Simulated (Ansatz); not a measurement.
# Ru (P6_3/mmc): all-electron equation of state in Python

Where is the equilibrium volume of Ru (P6_3/mmc) with all electrons, and how stiff is it? The task is an all-electron equation of state, for Ru (P6_3/mmc).

Computed with Ansatz 0.2.0, driven from Python. Level of theory: DFT PBE, all-electron LAPW.

## Step 1: Starting point

The structure is hexagonal, space group P6_3/mmc (No. 194). Conventional cell: a = 2.706 Å, b = 2.706 Å, c = 4.282 Å, α = 90.00°, β = 90.00°, γ = 120.00°. Ru (site symmetry -6m2) has 12 Ru at 2.65 to 2.71 Å in its first shell of neighbours.

The script holds or builds the structure itself.

## Step 2: The code

eos_lapw_ru.py reads:

```python
import ansatz as az
from ase.eos import EquationOfState
from ase.units import GPa
import numpy as np

vectors0 = np.array([
    [2.7058, 0.0, 0.0],
    [-1.3529, 2.343292, 0.0],
    [0.0, 0.0, 4.2819],
])
sites = [
    ('Ru', [1 / 3, 2 / 3, 0.25]),
    ('Ru', [2 / 3, 1 / 3, 0.75]),
]


def make_crystal(cell):
    crystal = az.Crystal(lattice=az.Lattice.of(cell))
    for symbol, position in sites:
        crystal = crystal.atom(symbol, position)
    return crystal


def main() -> None:
    volumes, energies = [], []
    for scale in np.linspace(0.94, 1.06, 5):
        cell = vectors0 * scale ** (1 / 3)
        calculation = (
            make_crystal(cell).calculation()
            .occupations('fermi_dirac')
            .functional('pbe')
            .kpoints(14, 14, 8)
            .pseudopotentials('all_electron', lapw=True)
        )
        rep = calculation.run(threads=1).report
        volumes.append(abs(np.linalg.det(cell)) / len(sites))
        energies.append(rep['free_energy_ev'] / len(sites))
        print(f'{scale:.3f} {volumes[-1]:9.4f} A^3/atom {energies[-1]:16.5f} eV/atom  (estimated basis error {1000 * rep["lapw_basis_errors"]["total_ev_per_atom"]:.2f} meV/atom)')
    v0, e0, bulk = EquationOfState(volumes, energies, eos='birchmurnaghan').fit()
    print(f'V0 = {v0:.4f} A^3/atom, B0 = {bulk / GPa:.1f} GPa')


if __name__ == '__main__':
    main()
```

## Step 3: Running it

Started as:

```bash
> python eos_lapw_ru.py
```

**Question.** Estimate the equilibrium volume and the bulk modulus.

As calculated:

| quantity | value |
| --- | --- |
| runs compared | 5 |
| range of energy | 81.20 meV/atom |
| lowest point, volume (Å³/atom) | 13.575 |
| equilibrium volume (fit) | 13.77 Å³/atom |
| bulk modulus (fit) | 311 GPa |

**Reading.** A third-order Birch-Murnaghan fit through the 5 points has its minimum at 13.77 Å³ an atom, 1.5 % above the typed cell, with a bulk modulus of 311 GPa and dB/dP = 4.8. From that minimum the energy rises by 84.1 meV an atom on the compressed side and 24.5 meV on the expanded side. What to keep in mind:
- All-electron totals depend on functional, relativistic treatment and basis; only differences at equal settings carry meaning.
- Spin is left out of this run.
- Shape and fractional positions are held along the curve, so the bulk modulus is an upper value where they are free to relax.
